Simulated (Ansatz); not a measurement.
The cell is COD entry 4320487, as deposited and not checked against the literature; nothing was relaxed.

Input and log of a run on NiO: DFT, PBE, all-electron LAPW, scalar-relativistic (Ansatz 0.2.0).

```yaml
crystal:
  lattice:
    - [0.0, 2.09131, 2.09131]
    - [2.09131, 0.0, 2.09131]
    - [2.09131, 2.09131, 0.0]
  atoms:
    - { symbol: Ni, position: [0.0, 0.0, 0.0], spin: 1.5 }
    - { symbol: O, position: [0.5, 0.5, 0.5] }
magnetization:
  spin_polarized: true
kpoints:
  mp_grid: { grid: [17, 17, 17] }
  band_path:
    path:
      - [0.0, 0.0, 0.0]
      - [0.5, 0.0, 0.5]
      - [0.625, 0.25, 0.625]
      - [0.375, 0.375, 0.75]
      - [0.0, 0.0, 0.0]
      - [0.5, 0.5, 0.5]
      - [0.5, 0.25, 0.75]
      - [0.5, 0.0, 0.5]
    npoints: 8
scf:
  occupations: { method: fermi_dirac, width: 0.03 }
hamiltonian:
  xc: pbe
  pseudopotentials: { kind: all_electron, lapw: { basis_error: 0.001 } }
output:
  forces: true
  stress: true
  eigenvalues: true
  populations: true
  dos: { projected: true, de: 0.2, e_range: [-14, 8] }
```

The log:

```
Ni: projections on atomic orbitals take those of the free atom 1s2 2s2 2p6 3s2 3p6 3d8 4s2, of charge +0.00 (hamiltonian.pseudopotentials.projection_atoms)
O: projections on atomic orbitals take those of the free atom 1s2 2s2 2p4, of charge +0.00 (hamiltonian.pseudopotentials.projection_atoms)
LAPW: plane waves up to 9.939 Å⁻¹, error target 1.0e-3 eV per atom; small_component_spin mean_spin; O in spheres of 0.946 Å, 8 of its electrons in bands, Dirac shells []; Ni in spheres of 1.146 Å, 18 of its electrons in bands, Dirac shells []
Engine: ansatz 0.2.0
Pseudopotentials: kind: all_electron
Pseudopotential: Ni, LAPW, valence charge 18, Koelling and Harmon's equation, gaussian nucleus
Pseudopotential: O, LAPW, valence charge 8, Koelling and Harmon's equation, gaussian nucleus
Functional definition: PBE
  parameter kappa = 0.804
  parameter beta = 0.06672455060314922
  exchange = pbe_x(kappa = kappa, mu = beta*pi^2/3)
  correlation = pbe_c(beta = beta)
Crystal: 2 atoms, lattice volume = 18.293 Å³
Basis set: ecut = 376.3578901076075 eV, 307 PW (Γ), exchange–correlation at level 2
Bands: 18, of which v1, the nominal top of the filled ones, is band 13 counted from 1 (12 counted from 0)
Symmetry: 48 space group operations
Space group: Fm-3m (ITA 225), of the structure as read, at distance tolerance 2.6e-5 Å
Magnetic group: BNS 225.116 (UNI 1618), of the structure as read, at distance tolerance 2.6e-5 Å
k-points: 165 of 4913
Non-local potential: Ni, projectors of the file, none
Non-local potential: O, projectors of the file, none
Initial density: superposition of atomic densities (chi_scale 0.1, normalization cell, long waves kept (reshape's long-wave potential 0.00 eV rms))
Starting moments: Σ|m| = 1.5 μB on 1 of 2 sites
Initial wavefunctions: plane waves of lowest kinetic energy (no species holds an atomic orbital)
Functional: x = pbe(κ = 0.804, μ = 0.2195149727645171), c = pbe(β = 0.06672455060314922)
iter 1 solved again at ethr=5.19e-3 eV; its pass at ethr=1.00e-1 eV (dr2=1.35e0 eV) is discarded
SCF iter   1: F=—  HF=-43430.066652 eV  |F-HF|=—  |Δ(HF+E_count)|=         —  Δρ=5.28e-2 (↑5.28e-2 ↓3.85e-2)  dr2=1.35e0  dr2_m=5.79e-2  M=1.951 μB ∫|m|=1.952 μB  β_m=0.30  ethr=5.19e-3  ⟨swp⟩=2.0  Hψ=38996  notcnv=0
Mixer restart at iter 1: flushing history
preconditioner: auto → none  [metal: Δε(μ)=0.003 eV  Ē_g=14.821 eV  σ=0.030 eV  W_gap=0.03  n_scr=8 (ndim 8)  ℏωp=34.7 eV  f_vac=0.000  D(μ)=4.19/eV (n_scr^D=64)  sad-step TF]
SCF iter   2: F=—  HF=-43429.546261 eV  |F-HF|=—  |Δ(HF+E_count)|=   5.20e-1  Δρ=2.54e-2 (↑2.54e-2 ↓1.32e-2)  dr2=2.12e-1  dr2_m=2.20e-2  M=1.522 μB ∫|m|=1.523 μB  β_m=0.33  ethr=5.19e-3  ⟨swp⟩=2.0  Hψ=17808  notcnv=0
SCF iter   3: F=—  HF=-43429.893407 eV  |F-HF|=—  |Δ(HF+E_count)|=         —  Δρ=2.01e-2 (↑2.01e-2 ↓1.38e-2)  dr2=1.43e-1  dr2_m=2.00e-2  M=1.862 μB ∫|m|=1.862 μB  β_m=1.00  ethr=8.16e-4  ⟨swp⟩=2.0  Hψ=17820  notcnv=0
Mixer restart at iter 3: flushing history
SCF iter   4: F=—  HF=-43429.788700 eV  |F-HF|=—  |Δ(HF+E_count)|=         —  Δρ=2.13e-2 (↑8.45e-3 ↓2.13e-2)  dr2=1.44e-1  dr2_m=1.30e-2  M=1.710 μB ∫|m|=1.715 μB  β_m=0.33  ethr=1.92e-4  ⟨swp⟩=3.0  Hψ=20445  notcnv=0
Mixer restart at iter 4: flushing history
iter 5 solved again at ethr=2.41e-6 eV; its pass at ethr=1.92e-4 eV (dr2=6.26e-4 eV) is discarded
SCF iter   5: F=—  HF=-43429.770470 eV  |F-HF|=—  |Δ(HF+E_count)|=   1.82e-2  Δρ=3.06e-3 (↑1.79e-3 ↓3.06e-3)  dr2=6.24e-4  dr2_m=8.91e-4  M=1.794 μB ∫|m|=1.799 μB  β_m=0.32  ethr=2.41e-6  ⟨swp⟩=2.0  Hψ=30343  notcnv=0
SCF iter   6: F=—  HF=-43429.775834 eV  |F-HF|=—  |Δ(HF+E_count)|=         —  Δρ=3.66e-3 (↑1.11e-3 ↓3.66e-3)  dr2=1.55e-3  dr2_m=9.03e-4  M=1.780 μB ∫|m|=1.785 μB  β_m=0.45  ethr=2.40e-6  ⟨swp⟩=3.0  Hψ=18143  notcnv=0
the basis was enlarged: its passes take 1.7 MiB over the memory plan, 2 of 2 planned eigensolver slots
SCF iter   7: F=—  HF=-43429.777348 eV  |F-HF|=—  |Δ(HF+E_count)|=   1.51e-3  Δρ=9.08e-4 (↑6.02e-4 ↓9.08e-4)  dr2=2.63e-5  dr2_m=9.42e-5  M=1.789 μB ∫|m|=1.794 μB  β_m=0.53  ethr=2.40e-6  ⟨swp⟩=2.5  Hψ=16798  notcnv=0
SCF iter   8: F=—  HF=-43429.777476 eV  |F-HF|=—  |Δ(HF+E_count)|=   1.28e-4  Δρ=2.00e-4 (↑2.00e-4 ↓1.90e-4)  dr2=3.95e-7  dr2_m=6.27e-6  M=1.790 μB ∫|m|=1.796 μB  β_m=0.73  ethr=1.01e-7  ⟨swp⟩=2.5  Hψ=16961  notcnv=0
SCF iter   9: F=—  HF=-43429.777478 eV  |F-HF|=—  |Δ(HF+E_count)|=   1.61e-6  Δρ=5.22e-5 (↑4.34e-5 ↓5.22e-5)  dr2=2.98e-7  dr2_m=3.21e-7  M=1.790 μB ∫|m|=1.797 μB  β_m=0.68  ethr=1.52e-9  ⟨swp⟩=3.0  Hψ=18691  notcnv=0
SCF iter  10: F=—  HF=-43429.777478 eV  |F-HF|=—  |Δ(HF+E_count)|=   4.76e-7  Δρ=3.28e-6 (↑2.45e-6 ↓3.28e-6)  dr2=2.43e-9  dr2_m=8.29e-10  M=1.790 μB ∫|m|=1.796 μB  β_m=0.84  ethr=1.15e-9  ⟨swp⟩=2.3  Hψ=16440  notcnv=0
SCF iter  11: F=-43429.777478 eV  HF=-43429.777478 eV  |F-HF|=8.38e-9  |Δ(HF+E_count)|=   8.33e-8  Δρ=1.54e-6 (↑1.48e-6 ↓1.54e-6)  dr2=3.70e-11  dr2_m=3.63e-10  M=1.790 μB ∫|m|=1.796 μB  ethr=9.34e-12  ⟨swp⟩=3.0  Hψ=17710  notcnv=0
SCF 1 converged in 11 iterations: F = -43429.777478 eV  dr2 = 3.70e-11
NSCF: frozen V_eff on 57 k-points
SCF converged after 11 iterations
Magnetization: 1.7899 μB (13.8949 up, 12.1051 down)
Absolute magnetization: 1.7962 μB (∫|ρ↑−ρ↓|)
Spin contamination: 0.0065 ħ² per cell (⟨S²⟩ above its minimum at these occupations)
Per-site moments (μB) at R_I (Å): [(1.487490471697532, 1.145629205947738), (0.28865849918125486, 0.9456807628893147)]
Free energy (F): -43429.777478 eV
Harris-Foulkes:  -43429.777478 eV  (|F-HF|=8.38e-9)
Internal energy: -43429.774093 eV  (E = F + TS)
E sigma→0 (E₀):  -43429.775786 eV
Entropy (-TS):   -0.003385 eV (-1.693 meV/atom)
Fermi energy:    14.490116 eV
--- Per-component energies (eV) ---
  E_band       = -1310.473910
  E_kinetic    = 44090.530343
  E_xc         = -1963.885973
  E_electrostatic = -85556.418463  (all electrons and nuclei)
  E_smearing   = -0.003385  (= −TS)
  E_closure    = 0.000000  (closes the sum)
  E_atoms      = -43416.659407  (free atoms, spherical and without spin; not in F)
  Σ components = -43429.777478   (vs F -43429.777478, Δ=0.00e0)
  Basis errors (estimates in eV, not in F): energy 3.7e-4 per atom: plane waves 3.3e-4 (1.8e-4 summed), levels above the bands 8.7e-238, relativity 4.9e-8, radial functions 3.9e-5, core shells 2.9e-9; eigenvalues (radial functions only) 9.1e-7; not estimated: angular momenta, meshes, grids; target (lapw.basis_error) 1.0e-3; muffin-tin radii O 0.946 Å, Ni 1.146 Å
--- Forces (eV/Å), atoms counted from 1 ---
  atom   1  Ni     0.00000000     0.00000000     0.00000000
  atom   2  O      0.00000000    -0.00000000     0.00000000
  max |Σ_I F_I| component: 5.45e-30 eV/Å
--- Stress (GPa, compression-positive) ---
        4.699502      -0.000000      -0.000000
       -0.000000       4.699502       0.000000
       -0.000000       0.000000       4.699502
  P = ⅓ Tr σ = 4.6995 GPa (46.995 kbar)
--- Band table (eV; the first three rows and the last of 330) ---
  k-point 0 ↑: bands = ["-492.2342", "-89.9738", "-50.3486", "-50.3486", "-50.3486", "-5.8858", "11.2657", "11.2657", "11.4638", "11.4638", "11.4638", "11.8101", "11.8101", "11.8101", "15.9142", "32.2001", "33.2336", "33.2336"]
  k-point 1 ↑: bands = ["-492.2342", "-89.9737", "-50.3496", "-50.3487", "-50.3487", "-5.8463", "10.8239", "10.8239", "11.0308", "11.7310", "11.7310", "11.9962", "12.0216", "12.0216", "16.1775", "31.1598", "33.1180", "33.1180"]
  k-point 2 ↑: bands = ["-492.2342", "-89.9734", "-50.3524", "-50.3491", "-50.3491", "-5.7312", "10.2587", "10.3133", "10.3133", "11.8285", "11.8285", "12.1653", "12.5416", "12.5416", "16.8285", "29.6493", "32.6641", "32.6641"]
  k-point 164 ↓: bands = ["-491.9870", "-88.1034", "-48.5499", "-48.5479", "-48.5399", "-3.8373", "8.5379", "8.8155", "9.3790", "13.3036", "13.4355", "13.7149", "14.8009", "15.5409", "23.3760", "25.2219", "25.4318", "28.2763"]
--- Löwdin populations: 2 sites ---
  site symbol       q [e]    m [muB]
     0     Ni     26.9094     1.4473
     1      O      8.9735     0.3422
  spilling = 0.003253 (of n_electrons = 36.000000)
```

Semilocal functionals without U often leave such compounds metallic or with too small a gap, and the real magnetic order may differ.

Other magnetic orders may lie lower; this is the state that the run reached.
